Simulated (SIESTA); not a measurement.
GaN under changes of volume

One of the cells (11.444 Å³/atom); the others are scaled copies at fixed shape and fractional positions:

```
Ga N
1.0
     0.00000    2.25350    2.25350
     2.25350    0.00000    2.25350
     2.25350    2.25350    0.00000
Ga N
1 1
Direct
  0.00000 0.00000 0.00000
  0.25000 0.25000 0.25000
```

The cell is a database's computed one.

| Item | Value |
| --- | --- |
| Program | SIESTA 5.4.2 |
| Functional | PBEsol |
| Potentials or basis | PseudoDojo 0.4 standard (PBEsol files) |
| Basis | DZP (energy shift 0.002 Ry; radii capped at 9.5 bohr) |
| Grid cutoff | 800 Ry |
| Energy shift | 0.002 Ry |
| k mesh | 10 × 10 × 10 |
| Occupations | fermi-dirac, width 0.05 eV |
| Spin | no spin polarisation |

| volume (Å³/atom) | energy over the lowest point (meV/atom) | pressure (GPa) | gap on the mesh (eV) |
| --- | --- | --- | --- |
| 10.757 | ? | ? | ? |
| 10.986 | 22.15 | 12.0 | 1.96 |
| 11.215 | 8.61 | 7.2 | 1.82 |
| 11.444 | 1.43 | 3.0 | 1.69 |
| 11.673 | 0.00 | -0.9 | 1.56 |
| 11.902 | 3.96 | -4.5 | 1.43 |
| 12.131 | 12.35 | -7.2 | 1.31 |

What does the run at 10.757 Å³/atom give?

Energy over the lowest point 43.11 meV/atom; pressure 17.3 GPa; gap on the mesh 2.10 eV.

Worked out: A Birch-Murnaghan fit of order 3 (a polynomial in V^(-2/3)) to the other rows has its minimum at 11.62 Å³/atom with B0 = V·E''(V) = 189 GPa and B' = 4.5. It gives 42.93 meV/atom at 10.757 Å³/atom, against the run's 43.11, and -dE/dV = 17.2 GPa, against 17.3. A straight line through the other rows of the gap, of slope -6.56 eV per unit of ln V (its deformation potential), extrapolates to 2.10 eV, against the run's 2.10.

Energies are extrapolated to zero smearing.

Caveats: semicore shells carry a single zeta, which can move pressures by several GPa and volumes by a few percent; the basis of atomic orbitals isn't converged, which shifts pressures, moduli and gaps.

A mesh can miss the band edges. Spin-orbit coupling on Ga is left out.
